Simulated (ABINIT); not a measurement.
Write the native input for ABINIT 10.8.3 (patched build) that does the following.

```yaml
Task: single point
Functional: PBE0
Potentials_or_basis: SPMS NC PBE v1.0
Cutoff: 490 eV
k_mesh: 6 × 6 × 4
Occupations: fixed
Spin: no spin polarisation
Most_SCF_steps: 60
```

The system is ZrS2.

```
Zr S
1.0
     3.69138    0.00000    0.00000
    -1.84569    3.19683    0.00000
     0.00000    0.00000    6.04108
Zr S
1 2
Direct
  0.00000 0.00000 0.00000
  0.33333 0.66667 0.23791
  0.66667 0.33333 0.76209
```

The cell is a database's computed one.

The input as run:

run.abi

```
# Pseudopotentials
pp_dirpath "./"
pseudos "40_Zr_12_2.0_2.5_pbe_n_v1.0.psp8, 16_S_6_1.8_1.9_pbe_n_v1.0.psp8"

# Structure
acell 3.6913825498 3.6913825498 6.04107701 Angstrom
rprim
     1.0000000000     0.0000000000     0.0000000000
    -0.5000000000     0.8660254038     0.0000000000
     0.0000000000     0.0000000000     1.0000000000
ntypat 2
znucl 40 16
natom 3
typat 1 2 2
xred
     0.0000000000     0.0000000000     0.0000000000
     0.3333333333     0.6666666667     0.2379099700
     0.6666666667     0.3333333333     0.7620900300

# Plane-wave basis
ecut 18.0

# k points
kptopt 1
ngkpt 6 6 4
nshiftk 1
shiftk 0.0 0.0 0.0

# Exchange and correlation
ixc 41

# Bands and occupations
nband 14
occopt 1

# SCF cycle
nstep 60
diemac 6.0
toldfe 1.0e-7

# Output
iomode 3
prtwf 0
prtden 0
prteig 0
prtebands 0
```

Potentials or basis: SPMS NC PBE v1.0.

Run with:

```bash
$ mpirun --bind-to none -np 8 abinit run.abi > log 2>&1
```

Results of the run:

```yaml
Pressure: -0.7 GPa
Largest_force: 0.134 eV/Å
Band_gap_on_the_k_mesh: 2.57 eV, indirect (least direct gap 3.23 eV)
Valence_electrons_inside_the_program's_atomic_spheres: Zr 8.23; S 3.94
```

Caveat: the potentials were made for another functional, which shifts forces and pressure; this functional lacks dispersion, which binds the layers, so the pressure and a relaxed spacing across them are unreliable.

Wall time 44 min on 8 MPI ranks on Arm Neoverse V2, on a shared host, peak memory 0.96 GiB a rank.
